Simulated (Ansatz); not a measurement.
**Straining Rb**

Method: DFT PBE, scalar-relativistic, plane waves, PAW (Ansatz). Run with 420 eV cutoff, 10×10×10 k-mesh, Gaussian smearing of 0.10 eV, no spin polarisation.

Starting point, cell and atoms relaxed:

```yaml
crystal:
  lattice:
    - [5.67056, 0.00000, 0.00000]
    - [0.00000, 5.67056, 0.00000]
    - [0.00000, 0.00000, 5.67056]
  atoms:
    - { symbol: Rb, position: [0.00000, 0.00000, 0.00000] }
    - { symbol: Rb, position: [0.50000, 0.50000, 0.50000] }
```

Deformation: biaxial strain in the a-b plane, with the length and tilt of c and the atoms relaxed, all within the symmetry that the strain leaves. Energies are extrapolated to zero smearing. Stress is positive in compression, on the Cartesian axes of the cell above. The crystal is soft along this strain: near the reference the energy changes by no more than the mesh and smearing resolve.

```csv
strain (%),ΔE (meV/atom),a (Å),b (Å),c (Å),σxx (GPa),σyy (GPa),σzz (GPa)
-6.0,-0.8,5.330,5.330,6.432,-0.01,-0.01,0.00
-4.0,-0.9,5.444,5.444,6.160,-0.01,-0.01,0.00
-2.0,-0.3,5.557,5.557,5.922,-0.02,-0.02,0.00
+0.0,0.0,5.671,5.671,5.671,0.00,0.00,0.00
+2.0,-0.2,5.784,5.784,5.464,-0.01,-0.01,0.00
+4.0,0.7,5.897,5.897,5.337,-0.07,-0.07,0.00
+6.0,2.9,6.011,6.011,5.236,-0.13,-0.13,0.00
```